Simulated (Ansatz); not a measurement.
Isolated molecules relaxed with PBE0-D4/def2-TZVP in Ansatz; ΔE leaves out vibrations. CBS: MP2 limit from def2 TZ/QZ plus the TZ coupled-cluster correction, frozen cores. Functionals use def2-TZVPP. Each species was taken in one conformer, which may not be the lowest.

Consider the formal exchange of groups at the Si–C bond: `C=C[Si](F)(F)F` + `CCB(F)F` → `FB(F)[Si](F)(F)F` + `C=CCC`.

`C=C[Si](F)(F)F`:

Cartesian coordinates in Å:
```
C 0.109 0.173 -1.529
C 0.087 -0.596 -0.443
Si -0.108 0.103 1.231
F -0.242 1.674 1.164
F 1.119 -0.234 2.163
F -1.389 -0.455 1.963
H 0.225 -0.244 -2.524
H 0.011 1.252 -1.468
H 0.189 -1.673 -0.557
```

`CCB(F)F`:

Cartesian coordinates in Å:
```
C -0.215 1.189 -0.171
C -0.493 -0.276 0.137
B 0.740 -1.228 0.082
F 1.961 -0.802 -0.195
F 0.620 -2.525 0.317
H -1.124 1.790 -0.109
H 0.510 1.611 0.529
H 0.197 1.314 -1.174
H -1.250 -0.684 -0.545
H -0.945 -0.389 1.130
```

`FB(F)[Si](F)(F)F`:

Cartesian coordinates in Å:
```
F 1.610 -0.732 1.314
B 0.962 -0.710 0.173
F 1.391 -1.489 -0.793
Si -0.652 0.484 -0.110
F -0.400 1.494 -1.294
F -1.925 -0.374 -0.470
F -0.985 1.325 1.180
```

`C=CCC`:

Z-matrix (Å, degrees):
```
C
C 1 1.492
C 1 1.525 2 112.5
H 1 1.094 2 109.5 3 122.8
H 1 1.097 2 109.0 3 -120.9
C 2 1.325 1 125.3 3 -120.1
H 2 1.090 1 115.8 3 59.0
H 3 1.093 1 111.1 2 -58.0
H 3 1.092 1 111.2 2 -178.0
H 3 1.092 1 110.9 2 61.6
H 6 1.086 2 121.3 1 -0.7
H 6 1.084 2 121.7 1 179.5
```

```json
{"level": "BHLYP-D4", "ΔE (kcal/mol)": "21.0"}
{"level": "BLYP", "ΔE (kcal/mol)": "17.6"}
```

(1) What does CCSD(T)/CBS give? (Estimate.)

Largest T1 diagnostic among the species: 0.013.

Answers

(1) The calculation gave: +20.3 kcal/mol. The listed levels differ from it by 0.7, -2.7 kcal/mol.

From PBE to PBE0 (25 % exact exchange), in def2-TZVPP and without D4, ΔE moves by +1.8 kcal/mol. Leaving LDA and LC-ωPBE aside and taking each functional with its dispersion term where it has one, the values, not all of them listed here, spread over 4.6 kcal/mol, from revPBE-D4 to r2SCAN0-D4. LDA lies +0.9 kcal/mol from PBE without D4. In def2-TZVPP, CCSD(T) changes the Hartree–Fock value by −1.7 kcal/mol (the triples alone add −0.4 kcal/mol) and MP2 by −1.3 kcal/mol.

CCSD(T)/CBS has its own doubt, a few kJ/mol and more with outer-core shells, so smaller differences from it don't rank the levels.
